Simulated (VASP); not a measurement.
# C (Fd-3m) in VASP: settings compared

The runs below take C through single point, with PBE, LDA.

Program: VASP 6.6.1. These are calculated values, not measurements. Logs are shortened: lines on timing, memory, paths and dates and some standing lists are left out, and cuts for length are marked.

### 1 The crystal as given

The structure is cubic, space group Fd-3m (No. 227). The conventional cell has a = 3.567 Å, b = 3.567 Å, c = 3.567 Å, α = 90.00°, β = 90.00°, γ = 90.00°. Around C (site symmetry -43m) lie 4 C at 1.54 Å.

This isn't the form of C at room conditions, which is graphite.

### 2 Single point, PBE

INCAR

```
SYSTEM = C
PREC = Accurate
ENCUT = 520
EDIFF = 1E-6
ISMEAR = 0
SIGMA = 0.014
LREAL = .False.
LASPH = .True.
NELM = 60
ALGO = Fast
ISIF = 2
LWAVE = .False.
LCHARG = .True.
GGA = PE
LELF = .True.
LVHAR = .True.
```

KPOINTS

```
Automatic mesh
0
Gamma
  13 13 13
  0 0 0
```

POSCAR

```
C
1.0
    0.0000000000      1.7833700000      1.7833700000
    1.7833700000      0.0000000000      1.7833700000
    1.7833700000      1.7833700000      0.0000000000
C
2
Direct
    0.7500000000      0.7500000000      0.7500000000
    0.5000000000      0.5000000000      0.5000000000
```

Potentials or basis: VASP PAW PBE potentials, release 64 (C).

Started as:

```bash
cat potpaw_PBE.64/C/POTCAR > POTCAR
mpirun -np 1 vasp_std > vasp.out
```

OUTCAR:

```text
SYSTEM = C
   PREC = Accurate
   ENCUT = 520
   EDIFF = 1E-6
   ISMEAR = 0
   LREAL = .False.
   LASPH = .True.
   NELM = 60
   ISIF = 2
   GGA = PE

 ion  position               nearest neighbor table
   1  0.750  0.750  0.750-   2 1.54   2 1.54   2 1.54   2 1.54
   2  0.500  0.500  0.500-   1 1.54   1 1.54   1 1.54   1 1.54

  LATTYP: Found a face centered cubic cell.
 ALAT       =     3.5667400000

  Lattice vectors:

 A1 = (   0.0000000000,   1.7833700000,   1.7833700000)
 A2 = (   1.7833700000,   0.0000000000,   1.7833700000)
 A3 = (   1.7833700000,   1.7833700000,   0.0000000000)

Analysis of symmetry for initial positions (statically):
=====================================================================
 Subroutine PRICEL returns:
 Original cell was already a primitive cell.

 Routine SETGRP: Setting up the symmetry group for a
 face centered cubic supercell.

 Subroutine GETGRP returns: Found 48 space group operations
 (whereof 24 operations were pure point group operations)
 out of a pool of 48 trial point group operations.

The static configuration has the point symmetry T_d .
 The point group associated with its full space group is O_h .

Analysis of symmetry for dynamics (positions and initial velocities):
=====================================================================
 Subroutine PRICEL returns:
 Original cell was already a primitive cell.

 Routine SETGRP: Setting up the symmetry group for a
 face centered cubic supercell.

 Subroutine GETGRP returns: Found 48 space group operations
 (whereof 24 operations were pure point group operations)
 out of a pool of 48 trial point group operations.

The dynamic configuration has the point symmetry T_d .
 The point group associated with its full space group is O_h .

 Subroutine INISYM returns: Found 48 space group operations
 (whereof 24 operations are pure point group operations),
 and found     1 'primitive' translations

----------------------------------------------------------------------------------------

                                     Primitive cell

  volume of cell :      11.3437

  direct lattice vectors                    reciprocal lattice vectors
     0.000000000  1.783370000  1.783370000    -0.280368067  0.280368067  0.280368067
     1.783370000  0.000000000  1.783370000     0.280368067 -0.280368067  0.280368067
     1.783370000  1.783370000  0.000000000     0.280368067  0.280368067 -0.280368067

  length of vectors
     2.522066041  2.522066041  2.522066041     0.485611737  0.485611737  0.485611737

  position of ions in fractional coordinates (direct lattice)
     0.750000000  0.750000000  0.750000000
     0.500000000  0.500000000  0.500000000

  ion indices of the primitive-cell ions
   primitive index   ion index
                 1           1
                 2           2

----------------------------------------------------------------------------------------

 KPOINTS: Automatic mesh

Automatic generation of k-mesh.
 Grid dimensions read from file:
 generate k-points for:   13   13   13

 Generating k-lattice:

  Cartesian coordinates                     Fractional coordinates (reciprocal lattice)
    -0.021566774  0.021566774  0.021566774     0.076923077  0.000000000  0.000000000
     0.021566774 -0.021566774  0.021566774     0.000000000  0.076923077  0.000000000
     0.021566774  0.021566774 -0.021566774     0.000000000  0.000000000  0.076923077

  Length of vectors
     0.037354749  0.037354749  0.037354749

  Shift w.r.t. Gamma in fractional coordinates (k-lattice)
     0.000000000  0.000000000  0.000000000

 Subroutine IBZKPT returns following result:
 ===========================================

 Found     84 irreducible k-points:

 Following reciprocal coordinates:
            Coordinates               Weight
  0.000000  0.000000  0.000000      1.000000
  0.076923  0.000000  0.000000      8.000000
  0.153846  0.000000  0.000000      8.000000
  0.230769  0.000000  0.000000      8.000000
  0.307692  0.000000  0.000000      8.000000
  0.384615  0.000000  0.000000      8.000000
[... 42 lines left out ...]
 -0.461538  0.461538  0.000000     12.000000
  0.230769  0.153846  0.076923     24.000000
 [... further k-points ...]
   k-points           NKPTS =     84   k-points in BZ     NKDIM =     84   number of bands    NBANDS=      8
   number of dos      NEDOS =    301   number of ions     NIONS =      2
   total plane-waves  NPLWV =   8000
   dimension x,y,z NGX =    20 NGY =   20 NGZ =   20
   dimension x,y,z NGXF=    40 NGYF=   40 NGZF=   40
   ions per type =               2
   NGX,Y,Z   is equivalent  to a cutoff of  13.18, 13.18, 13.18 a.u.
   NGXF,Y,Z  is equivalent  to a cutoff of  26.37, 26.37, 26.37 a.u.
 SYSTEM =  C
   PREC   = accura    normal or accurate (medium, high low for compatibility)
   ISTART =      0    job   : 0-new  1-cont  2-samecut
   ICHARG =      2    charge: 1-file 2-atom 10-const
   ISPIN  =      1    spin polarized calculation?
   LNONCOLLINEAR =      F non collinear calculations
   LSORBIT =      F    spin-orbit coupling
   LASPH  =      T    aspherical Exc in radial PAW
   ENCUT  =  520.0 eV  38.22 Ry    6.18 a.u.   4.69  4.69  4.69*2*pi/ulx,y,z
   NELM   =     60;   NELMIN=  2; NELMDL= -5     # of ELM steps
   EDIFF  = 0.1E-05   stopping-criterion for ELM
   LREAL  =      F    real-space projection
   EDIFFG = 0.1E-04   stopping-criterion for IOM
   NSW    =      0    number of steps for IOM
   IBRION =     -1    ionic relax: 0-MD 1-quasi-New 2-CG
   NFREE  =      0    steps in history (QN), initial steepest desc. (CG)
   ISIF   =      2    stress and relaxation
   ISYM   =      2    0-nonsym 1-usesym 2-fastsym
   POTIM  = 0.5000    time-step for ionic-motion
   TEBEG  =    0.0;   TEEND  =   0.0 temperature during run
   PSTRESS=    0.0 pullay stress
   NELECT =       8.0000    total number of electrons
   NUPDOWN=      -1.0000    fix difference up-down
   EMIN   =  10.00;   EMAX   =-10.00  energy-range for DOS
   EFERMI =   0.00;   METHOD = LEGACY
   ISMEAR =     0;   SIGMA  =   0.01  broadening in eV -4-tet -1-fermi 0-gaus
   EFERMI_NEDOS =   21; number of points for ismear=-14 and -15
   IALGO  =     68    algorithm
   IMIX   =      4    mixing-type and parameters
     AMIX     =   0.40;   BMIX     =  1.00
     AMIX_MAG =   1.60;   BMIX_MAG =  1.00
  volume/ion in A,a.u.               =       5.67        38.28
  Fermi-wavevector in a.u.,A,eV,Ry     =   1.457203  2.753714 28.891161  2.123440
  Thomas-Fermi vector in A             =   2.574032
   LORBIT       =      0    0 simple, 1 ext, 2 COOP (PROOUT), +10 PAW based schemes
   GGA     = PE    functional components
   LHFCALC =     F    Hartree Fock is set to
   AEXX    =    0.0000 exact exchange contribution
   IVDW    =     0    specifies the selected vdW correction
   LEPSILON=     F    determine dielectric tensor
   LRPA    =     F    only Hartree local field effects (RPA)
 non-spin polarized calculation
 RMM-DIIS sequential band-by-band and
 Gauss-broadening in eV      SIGMA  =   0.01
  energy-cutoff  :      520.00
  volume of cell :       11.34
 maximum number of plane-waves:       322
   NGX =  9   NGY =  9   NGZ =  9

 number of electron       7.9999999 magnetization

 Free energy of the ion-electron system (eV)
  ---------------------------------------------------
  ext. energy  EPLUGINS =         0.00000000
  ---------------------------------------------------
  free energy    TOTEN  =       -18.18525573 eV

  energy without entropy =      -18.18525573  energy(sigma->0) =      -18.18525573

 E-fermi :   9.8529     XC(G=0): -13.2508

 val. band max:        9.7302450334   @ k =   0.0000   0.0000   0.0000
 cond. band min:      13.8720563519   @ k =   0.3846   0.3846   0.0000
 fundamental gap:      4.1418113186
 Fermi energy:         9.8528999278

 k-point     1 :       0.0000    0.0000    0.0000
  band No.  band energies     occupation
      1     -11.7472      2.00000
      2       9.7302      2.00000
      3       9.7302      2.00000
      4       9.7302      2.00000
      5      15.3200      0.00000
      6      15.3200      0.00000
      7      15.3200      0.00000
      8      23.0622      0.00000

 k-point     2 :       0.0769    0.0000    0.0000
  band No.  band energies     occupation
      1     -11.5832      2.00000
      2       8.6649      2.00000
      3       9.4515      2.00000
      4       9.4515      2.00000
      5      15.6851      0.00000
      6      15.6851      0.00000
      7      15.9488      0.00000
      8      23.2031      0.00000

 k-point     3 :       0.1538    0.0000    0.0000
  band No.  band energies     occupation
      1     -11.0931      2.00000
      2       6.3969      2.00000
      3       8.8228      2.00000
      4       8.8228      2.00000
      5      16.5126      0.00000
      6      16.5126      0.00000
      7      16.9739      0.00000
      8      23.6120      0.00000

 k-point     4 :       0.2308    0.0000    0.0000
  band No.  band energies     occupation
      1     -10.2828      2.00000
      2       3.7970      2.00000
      3       8.1419      2.00000
      4       8.1419      2.00000
      5      17.3488      0.00000
      6      17.3488      0.00000
      7      17.7357      0.00000
      8      24.2083      0.00000

 k-point     5 :       0.3077    0.0000    0.0000
  band No.  band energies     occupation
      1      -9.1660      2.00000
      2       1.1965      2.00000
      3       7.5664      2.00000
      4       7.5664      2.00000
      5      17.8995      0.00000
      6      17.8995      0.00000
      7      18.1968      0.00000
      8      24.8147      0.00000
[... 353 lines left out ...]
 k-point    38 :       0.3077    0.3077    0.0000
  band No.  band energies     occupation
      1      -8.3084      2.00000
      2       3.3995      2.00000
      3       4.7402      2.00000
      4       4.7402      2.00000
      5      13.9411      0.00000
      6      18.1839      0.00000
      7      23.0496      0.00000
      8      23.0496      0.00000

 k-point    39 :       0.3846    0.3077    0.0000
  band No.  band energies     occupation
      1      -7.3187      2.00000
      2       1.9405      2.00000
      3       3.9581      2.00000
      4       4.3576      2.00000
      5      14.2926      0.00000
      6      17.5440      0.00000
      7      23.8777      0.00000
      8      23.9072      0.00000

 k-point    40 :       0.4615    0.3077    0.0000
  band No.  band energies     occupation
      1      -6.0600      2.00000
      2       0.3411      2.00000
      3       2.7502      2.00000
      4       4.2500      2.00000
      5      14.9768      0.00000
      6      18.1617      0.00000
      7      24.0870      0.00000
      8      24.3213      0.00000

 [... further k-points ...]

------------------------ aborting loop because EDIFF is reached ----------------------------------------

  FORCE on cell =-STRESS in cart. coord.  units (eV):
  Direction    XX          YY          ZZ          XY          YZ          ZX
  --------------------------------------------------------------------------------------
  -------------------------------------------------------------------------------------
  Total        0.1739600      0.1739600      0.1739600     -0.0000000      0.0000000     -0.0000000
  in kB       24.5700189     24.5700189     24.5700189     -0.0000000      0.0000000     -0.0000000
  external PRESSURE =      24.5700189 kB  Pullay stress =       0.0000000 kB

 VOLUME and BASIS-vectors are now :
 -----------------------------------------------------------------------------
  energy-cutoff  :      520.00
  volume of cell :       11.34
      direct lattice vectors                 reciprocal lattice vectors
     0.000000000  1.783370000  1.783370000    -0.280368067  0.280368067  0.280368067
     1.783370000  0.000000000  1.783370000     0.280368067 -0.280368067  0.280368067
     1.783370000  1.783370000  0.000000000     0.280368067  0.280368067 -0.280368067

 POSITION                                       TOTAL-FORCE (eV/Angst)
 -----------------------------------------------------------------------------------
      2.67505      2.67505      2.67505         0.000000      0.000000     -0.000000
      1.78337      1.78337      1.78337        -0.000000     -0.000000      0.000000
 -----------------------------------------------------------------------------------
    total drift:                                0.000000     -0.000000      0.000000

  FREE ENERGIE OF THE ION-ELECTRON SYSTEM (eV)
  ---------------------------------------------------
  free  energy   TOTEN  =       -18.1852557339 eV

  energy  without entropy=      -18.1852557339  energy(sigma->0) =      -18.18525573
```

Wall time 5.8 s (1 thread of AMD EPYC 9R45 (Zen 5), shared host); peak memory 0.08 GiB.

Results:

```yaml
Free_energy: -18.1853 eV
Pressure: 2.5 GPa
Band_gap_on_the_k_mesh: 4.14 eV, indirect (least direct gap 5.59 eV)
```

Caveat: an odd mesh through Γ misses points on the zone boundary, where band edges often lie.

### 3 Single point, PBE

INCAR

```
SYSTEM = C
ALGO = Fast ; EDIFF = 1E-6
ENCUT = 520 ; GGA = PE
ISIF = 2 ; ISMEAR = 0
LASPH = .TRUE. ; LCHARG = .TRUE.
LELF = .TRUE. ; LREAL = .FALSE.
LVHAR = .TRUE. ; LWAVE = .FALSE.
NELM = 100 ; PREC = Accurate
SIGMA = 0.025
```

KPOINTS

```
k-points
0
G
  13 13 13
  0 0 0
```

POSCAR is that of step 2.

Potentials or basis: VASP PAW PBE potentials, release 64 (C).

Started as:

```bash
cat potpaw_PBE.64/C/POTCAR > POTCAR
mpirun -np 1 vasp_std > vasp.out
```

Wall time 4.6 s (1 thread of Intel Xeon 6975P-C (Granite Rapids), shared host); peak memory 0.12 GiB.

It converged, with:

* Free energy: -18.1853 eV
* Pressure: 2.5 GPa
* Band gap on the k mesh: 4.14 eV, indirect (least direct gap 5.59 eV)

Levels at points of the mesh, in eV from the valence-band top:
| k point | band 1 | band 2 | band 3 | band 4 | band 5 | band 6 | band 7 | band 8 |
| --- | --- | --- | --- | --- | --- | --- | --- | --- |
| (0.00, 0.00, 0.00) | -21.48 | 0.00 | 0.00 | 0.00 | 5.59 | 5.59 | 5.59 | 13.33 |

Caveat: an odd mesh through Γ misses points on the zone boundary, where band edges often lie. As with any semilocal functional, this PBE gap is likely too small.

### 4 Single point, LDA (grid = ENCUT=650 dk=0.35 cell=3x3x2 ISMEAR=0 SIGMA=0.05 LREAL=Auto EDIFF=1e-06)

INCAR

```
SYSTEM = C
PREC = Accurate
ENCUT = 650
EDIFF = 1E-6
ISMEAR = 0
SIGMA = 0.05
LREAL = Auto
LASPH = .TRUE.
NELM = 120
ALGO = Fast
ISIF = 2
LWAVE = .FALSE.
LCHARG = .FALSE.
GGA = CA
NBANDS = 83
NCORE = 1
KPAR = 2
```

KPOINTS

```
regular mesh
0
G
  3 3 5
  0 0 0
```

POSCAR

```
C
1.0
    0.0000000000      5.3501100000      5.3501100000
    5.3501100000      0.0000000000      5.3501100000
    3.5667400000      3.5667400000      0.0000000000
C
36
Direct
    0.2500000000      0.2500000000      0.3750000000
    0.2500000000      0.2500000000      0.8750000000
    0.2500000000      0.5833333333      0.3750000000
    0.2500000000      0.5833333333      0.8750000000
    0.2500000000      0.9166666667      0.3750000000
    0.2500000000      0.9166666667      0.8750000000
    0.5833333333      0.2500000000      0.3750000000
    0.5833333333      0.2500000000      0.8750000000
    0.5833333333      0.5833333333      0.3750000000
    0.5833333333      0.5833333333      0.8750000000
    0.5833333333      0.9166666667      0.3750000000
    0.5833333333      0.9166666667      0.8750000000
    0.9166666667      0.2500000000      0.3750000000
    0.9166666667      0.2500000000      0.8750000000
    0.9166666667      0.5833333333      0.3750000000
    0.9166666667      0.5833333333      0.8750000000
    0.9166666667      0.9166666667      0.3750000000
    0.9166666667      0.9166666667      0.8750000000
    0.1666666667      0.1666666667      0.2500000000
    0.1666666667      0.1666666667      0.7500000000
    0.1666666667      0.5000000000      0.2500000000
    0.1666666667      0.5000000000      0.7500000000
    0.1666666667      0.8333333333      0.2500000000
    0.1666666667      0.8333333333      0.7500000000
    0.5000000000      0.1666666667      0.2500000000
    0.5000000000      0.1666666667      0.7500000000
    0.5000000000      0.5000000000      0.2500000000
    0.5000000000      0.5000000000      0.7500000000
    0.5000000000      0.8333333333      0.2500000000
    0.5000000000      0.8333333333      0.7500000000
    0.8333333333      0.1666666667      0.2500000000
    0.8333333333      0.1666666667      0.7500000000
    0.8333333333      0.5000000000      0.2500000000
    0.8333333333      0.5000000000      0.7500000000
    0.8333333333      0.8333333333      0.2500000000
    0.8333333333      0.8333333333      0.7500000000
```

Potentials or basis: VASP PAW LDA potentials, release 64 (C).

Started as:

```bash
cat potpaw_LDA.64/C/POTCAR > POTCAR
mpirun -np 4 vasp_std > vasp.out
```

OUTCAR:

```text
SYSTEM = C
   PREC = Accurate
   ENCUT = 650
   EDIFF = 1E-6
   ISMEAR = 0
   LREAL = Auto
   LASPH = .TRUE.
   NELM = 120
   ISIF = 2
   GGA = CA

 Found     16 irreducible k-points:

 Following reciprocal coordinates:
            Coordinates               Weight
  0.000000  0.000000  0.000000      1.000000
  0.333333  0.000000  0.000000      4.000000
  0.333333  0.333333  0.000000      2.000000
 -0.333333  0.333333  0.000000      2.000000
  0.000000  0.000000  0.200000      2.000000
  0.333333  0.000000  0.200000      4.000000
[... 605 lines left out ...]
  Total      -16.0356863    -16.0356863    -16.0357035     -0.0036938      0.0047486      0.0047486
  in kB     -125.8262528   -125.8262528   -125.8263877     -0.0289838      0.0372609      0.0372609
  external PRESSURE =    -125.8262978 kB  Pullay stress =       0.0000000 kB

 VOLUME and BASIS-vectors are now :
 -----------------------------------------------------------------------------
  energy-cutoff  :      650.00
  volume of cell :      204.19
      direct lattice vectors                 reciprocal lattice vectors
     0.000000000  5.350110000  5.350110000    -0.093456022  0.093456022  0.093456022
     5.350110000  0.000000000  5.350110000     0.093456022 -0.093456022  0.093456022
     3.566740000  3.566740000  0.000000000     0.140184034  0.140184034 -0.140184034

 POSITION                                       TOTAL-FORCE (eV/Angst)
 -----------------------------------------------------------------------------------
      2.67505      2.67505      2.67505        -0.000376     -0.000376      0.000251
      4.45843      4.45843      2.67505        -0.000376     -0.000376      0.000251
      4.45842      2.67505      4.45842        -0.000376     -0.000376      0.000251
      6.24179      4.45843      4.45842        -0.000376     -0.000376      0.000251
      6.24180      2.67505      6.24180        -0.000376     -0.000376      0.000251
      8.02517      4.45843      6.24180        -0.000376     -0.000376      0.000251
[... 28 lines left out ...]
      5.35011      5.35011      8.91685         0.000376      0.000376     -0.000251
      7.13348      7.13348      8.91685         0.000376      0.000376     -0.000251
 -----------------------------------------------------------------------------------
    total drift:                                0.000008      0.000008      0.000001

  FREE ENERGIE OF THE ION-ELECTRON SYSTEM (eV)
  ---------------------------------------------------
  free  energy   TOTEN  =      -364.4275885263 eV

  energy  without entropy=     -364.4275885263  energy(sigma->0) =     -364.42758853
```

Run time: 1.9 min. Hardware: 4 MPI ranks of Intel Xeon 6975P-C (Granite Rapids), shared host; peak memory 0.33 GiB.

These settings aren't checked as converged: the numbers below hold their error.

Results:

```yaml
Free_energy: -364.4276 eV
Pressure: -12.6 GPa
Band_gap_on_the_k_mesh: 4.12 eV
```

Caveat: an odd mesh through Γ misses points on the zone boundary, where band edges often lie.

(Continued in part 2 of 2.)
